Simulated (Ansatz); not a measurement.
All numbers below come from Ansatz 0.2.0, DFT PBE, scalar-relativistic, plane waves, PAW. All cells share a 420 eV cutoff and Γ-centred k meshes spaced at most about 0.3 Å⁻¹ (about 0.25 or finer for metals, 2π included). No spin polarisation in the final relaxations.

All energies are static (0 K, no zero-point motion). All come from trial cells, and lower structures may exist.

Problem. Order these relaxed structures of Al by energy, lowest first, with the energy over the lowest of them.
A. Space group Cmcm (No. 63), orthorhombic, a = 2.827 Å, b = 8.961 Å, c = 5.478 Å. Around Al on a site of symmetry 2/m lie 10 Al at 2.74–2.84 Å; around Al on a site of symmetry m2m lie 8 Al at 2.79–2.84 Å and 4 Al at 3.11 Å.
B. Space group Fm-3m (No. 225), cubic, a = 4.041 Å. Al has 12 Al at 2.86 Å.

Solution. B (0 meV/atom), A (71 meV/atom). Forms: B fcc type, Fm-3m; A Cmcm. Counting all near atoms (those within 1.25 times the shortest distance at each site; a slash parts the counts of unlike sites): B has Al 12; A has Al 10/12.

Cells relaxed within their symmetry can be saddle points. The Fm-3m cell of Al came from shaking the Cmcm one. The part of the Crystallography Open Database at hand lists Al in space groups No. 225, 229; sharing a group (Fm-3m) doesn't make a cell the listed structure. Some structure types and database cells were kept out of the candidates from the start, so a known form may be missing.
